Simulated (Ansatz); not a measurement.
# BP: the cost of one run

Computed with Ansatz 0.2.0 (DFT PBE, scalar-relativistic, plane waves, PAW, unless a step's input says otherwise).

2 further runs of the same task are left out: 1 that didn't finish, 1 set aside as unsound or not needed.

## 1. The structure to begin with

The structure is cubic, space group F-43m (No. 216). The conventional cell has a = 4.548 Å, b = 4.548 Å, c = 4.548 Å, α = 90.00°, β = 90.00°, γ = 90.00°. Around B (site symmetry -43m) lie 4 P at 1.97 Å. P (site symmetry -43m) is surrounded by 4 B at 1.97 Å.

Structure file:

```
B P
1.0
     0.00000    2.27415    2.27415
     2.27415    0.00000    2.27415
     2.27415    2.27415    0.00000
B P
1 1
Direct
  0.00000 0.00000 0.00000
  0.25000 0.25000 0.25000
```

It is the result of an earlier relaxation at this level (volume 11.76 Å³/atom; gap on the mesh: 1.25 eV).

## 2. A bulk reference on a matched mesh

The same crystal, re-cut so that c stands normal to the (111) plane; its mesh matches that of the cells to come, so errors of the mesh cancel.

Contents of input.yaml:

```yaml
crystal:
  lattice:
    - [3.2161364976, 0.0, 0.0]
    - [-1.6080682488, 2.785255909, 0.0]
    - [0.0, 0.0, 7.8778933623]
  atoms:
    - { symbol: B, position: [0.0, 0.0, 0.0] }
    - { symbol: P, position: [0.6666666667, 0.3333333333, 0.4166666667] }
    - { symbol: P, position: [0.3333333333, 0.6666666667, 0.0833333333] }
    - { symbol: B, position: [0.3333333333, 0.6666666667, 0.3333333333] }
    - { symbol: B, position: [0.6666666667, 0.3333333333, 0.6666666667] }
    - { symbol: P, position: [0.0, 1.0, 0.75] }
basis:
  ecutwfc: 420
kpoints:
  mp_grid: { grid: [12, 12, 4] }
hamiltonian:
  xc: pbe
scf:
  occupations: { method: gaussian, width: 0.05 }
output:
  forces: true
  stress: true
  eigenvalues: true
```

Run with:

```bash
> ansatz run input.yaml --threads 2 --pin off --max-ram 5120MiB --backend cpu --events-out ev --progress --plain --runs-dir out
```

Q: Estimate wall time and peak memory on 2 threads of Arm Neoverse V1, shared host.

About 4.4 s, with a peak of 0.38 GiB.
